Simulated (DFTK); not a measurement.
# Te2Pt (Moncheite) (P-3m1) in DFTK: reference runs

How does Te2Pt (Moncheite) come out in PBEsol? The cell is run as given.

Everything below comes from runs of DFTK 0.8.2. Logs are shortened: lines on timing, memory, paths and dates and some standing lists are left out, and cuts for length are marked.

## 1. The crystal as given

Symmetry: P-3m1, No. 164, trigonal system. Conventional cell: a = 4.010 Å, b = 4.010 Å, c = 5.201 Å, α = 90.00°, β = 90.00°, γ = 120.00°. Around Pt (site symmetry -3m) lie 6 Te at 2.66 Å. Te (site symmetry 3m) is surrounded by 3 Pt at 2.66 Å.

## 2. Single point, PBEsol

Input file run.jl:

```julia
using DFTK
using PseudoPotentialData
using Unitful, UnitfulAtomic
using LinearAlgebra, Printf
include("save.jl")
disable_threading()

# lattice vectors are the columns
lattice = austrip(1u"Å") * [          4.01         -2.005            0.0;
                      0.0   3.4727618692            0.0;
                      0.0            0.0          5.201]
symbols   = [:Pt, :Te, :Te]
positions = [[0.0, 0.0, 0.0],
             [0.6666666667, 0.3333333333, 0.75],
             [0.3333333333, 0.6666666667, 0.25]]
pseudopotentials = PseudoFamily("dojo.nc.sr.pbesol.v0_4_1.standard.upf")
elements = Dict(s => ElementPsp(s, pseudopotentials) for s in unique(symbols))
atoms    = [elements[s] for s in symbols]

build_model(lattice, positions; symmetries=true) =
    model_DFT(lattice, atoms, positions;
              functionals=PBEsol(),
              temperature=austrip(0.05u"eV"),
              smearing=Smearing.FermiDirac(),
              symmetries)
Ecut  = 42.0  # hartree
kgrid = [8, 8, 5]
tol   = 1e-6
to_GPa = ustrip(uconvert(u"GPa", 1u"hartree/bohr^3"))

model = build_model(lattice, positions)
basis = PlaneWaveBasis(model; Ecut, kgrid)
display(basis)
scfres = self_consistent_field(basis;
                               tol,
                               nbandsalg=AdaptiveBands(model; n_bands_converge=32))
display(scfres.energies)
@printf "Fermi level: %.6f eV\n" ustrip(auconvert(u"eV", something(scfres.εF, NaN)))
forces = compute_forces_cart(scfres)
println("Forces (eV/Å)")
for (s, f) in zip(symbols, forces)
    @printf "%-3s %12.6f %12.6f %12.6f\n" s ustrip.(auconvert.(u"eV/Å", f))...
end
stress = compute_stresses_cart(scfres)
println("Stress (GPa)")
display(round.(stress * to_GPa; digits=4))
println("Levels at the first k-point (eV): ", round.(ustrip.(auconvert.(u"eV", scfres.eigenvalues[1][1:scfres.n_bands_converge])); digits=4))
save_scf!(scfres; forces, stress)
```

Potentials or basis: dojo.nc.sr.pbesol.v0_4_1.standard.upf (PBEsol).

Command:

```bash
$ julia --threads=1 run.jl  # save.jl only writes the numbers to a file and isn't shown; printed stress counts tension as positive; times include loading and compiling
```

The log of the run:

```text
PlaneWaveBasis discretization:

    Ecut                 : 42.0 Ha
    fft_size             : (48, 48, 60), 138240 total points
    kgrid                : MonkhorstPack([8, 8, 5])
    num.   red. kpoints  : 320
    num. irred. kpoints  : 40

    Discretized Model(gga_x_pbe_sol+gga_c_pbe_sol, 3D):
        lattice (in Bohr)    : [7.5778    , -3.7889   , 0         ]
                               [0         , 6.56257   , 0         ]
                               [0         , 0         , 9.82847   ]
        unit cell volume     : 488.77 Bohr³

        atoms                : PtTe₂
        pseudopot. family    : PseudoFamily("dojo.nc.sr.pbesol.v0_4_1.standard.upf")

        num. electrons       : 50
        spin polarization    : none
        temperature          : 0.0018375 Ha
        smearing             : DFTK.Smearing.FermiDirac()

        terms                : Kinetic()
                               AtomicLocal()
                               AtomicNonlocal()
                               Ewald(nothing)
                               PspCorrection()
                               Hartree()
                               Xc(gga_x_pbe_sol, gga_c_pbe_sol)
                               Entropy()
n     Energy            log10(ΔE)   log10(Δρ)   Diag   Δtime
---   ---------------   ---------   ---------   ----   ------
  1   -339.8880486179                   -0.66    5.5    25.3s
  2   -339.9512478188       -1.20       -1.18    1.1    10.5s
  3   -339.9560410433       -2.32       -1.98    3.0    13.3s
  4   -339.9562080170       -3.78       -2.53    1.6    10.9s
  5   -339.9562190877       -4.96       -2.99    2.7    12.4s
  6   -339.9562214260       -5.63       -3.48    2.1    12.1s
  7   -339.9562216065       -6.74       -4.19    2.9    12.7s
  8   -339.9562216153       -8.05       -4.71    3.2    14.2s
  9   -339.9562216160       -9.15       -5.39    2.6    11.6s
 10   -339.9562216160      -10.39       -6.05    3.4    14.3s
Energy breakdown (in Ha):
    Kinetic             151.3477350
    AtomicLocal         -251.8766268
    AtomicNonlocal      -51.4171050
    Ewald               -207.6693725
    PspCorrection       10.2495883
    Hartree             81.9175061
    Xc                  -72.5074556
    Entropy             -0.0004912

    total               -339.956221616031
Fermi level: 8.760223 eV
Forces (eV/Å)
Pt      0.000000    -0.000000    -0.000000
Te     -0.000001     0.000001    -0.804915
Te      0.000001    -0.000001     0.804915
Stress (GPa)
3×3 StaticArraysCore.SMatrix{3, 3, Float64, 9} with indices SOneTo(3)×SOneTo(3):
 -4.9258   0.0      0.0
  0.0     -4.9258   0.0
  0.0      0.0     -3.6242
Levels at the first k-point (eV): [-90.8044, -44.9737, -44.9737, -44.8525, -28.9047, -28.9047, -28.8905, -28.8905, -28.8902, -28.8892, -28.8892, -28.8862, -28.8778, -28.8778, -5.6727, -2.1093, 1.751, 2.574, 2.574, 4.6754, 4.6754, 5.951, 8.0887, 8.0887, 9.8475, 9.8475, 10.0226, 11.3294, 12.9867, 14.5369, 14.5369, 18.0255]
```

It took 4.7 min on 1 thread of Intel Xeon 6975P-C (Granite Rapids), shared host; peak memory 2.8 GiB.

What came out:

| Item | Value |
| --- | --- |
| Free energy | -9250.6801 eV |
| Pressure | 4.5 GPa |
| Largest force | 0.805 eV/Å |
| Band gap on the k mesh | none (metal or under the smearing width) |

Forces on the atoms (eV/Å):
```
Pt   0.000  0.000  0.000
Te   0.000  0.000 -0.805
Te   0.000  0.000  0.805
```

Spin-orbit coupling is left out, which matters for the levels of Pt, Te.
